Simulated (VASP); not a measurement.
Here is a VASP 6.6.1 calculation.

File INCAR:

```
PREC = Accurate
ENCUT = 520
EDIFF = 1E-6
ISMEAR = 1
SIGMA = 0.1
LREAL = F
LASPH = T
NELM = 120
ALGO = Normal
ISIF = 2
LWAVE = F
LCHARG = F
LDIPOL = T
IDIPOL = 3
DIPOL = 0.5 0.5 0.500
GGA = PS
IBRION = 2
NSW = 90
EDIFFG = -0.02
KPAR = 4
```

KPOINTS

```
Automatic mesh
0
Gamma
  6 6 1
```

File POSCAR:

```
Zr
1.0
    0.0000000000      6.6573457000      0.0000000000
   -5.7654304600     -3.3286729000      0.0000000000
    0.0000000000      0.0000000000     33.7719694300
Zr
16
Direct
    0.6666670000      1.0000000000      0.3923287900
    0.6666670000      0.5000000000      0.3923287900
    0.1666670000      1.0000000000      0.3923287900
    0.1666670000      0.5000000000      0.3923287900
    0.5000010000      0.6666660000      0.4641096000
    0.5000010000      0.1666660000      0.4641096000
    0.0000010000      0.6666660000      0.4641096000
    0.0000010000      0.1666660000      0.4641096000
    0.6666670000      1.0000000000      0.5358904000
    0.6666670000      0.5000000000      0.5358904000
    0.1666670000      1.0000000000      0.5358904000
    0.1666670000      0.5000000000      0.5358904000
    0.5000010000      0.6666660000      0.6076712100
    0.5000010000      0.1666660000      0.6076712100
    0.0000010000      0.6666660000      0.6076712100
    0.0000010000      0.1666660000      0.6076712100
```

Potentials or basis: VASP PAW PBE potentials, release 64 (Zr_sv).

Launch:

```console
$ cat potpaw_PBE.64/Zr_sv/POTCAR > POTCAR
$ mpirun -np 4 vasp_std > vasp.out
```

Q: What does it give for the band gap on the k mesh?

A: None (metal or under the smearing width).

Q: Estimate the energy gained by relaxing.

A: 25.3 meV/atom.

The path:
| step | energy change (eV) | largest force (eV/Å) | pressure (GPa) |
| --- | --- | --- | --- |
| 1 | 0.0000 | 0.9292 | -1.99 |
| 2 | -0.3075 | 0.4770 | -1.80 |
| 3 | -0.4042 | 0.0406 | -1.54 |
| 4 | -0.4044 | 0.0257 | -1.55 |
| 5 | -0.4048 | 0.0209 | -1.56 |
| 6 | -0.4056 | 0.0132 | -1.59 |

Caveat: the PAW data sets were made with another functional, which shifts forces and pressure a little.
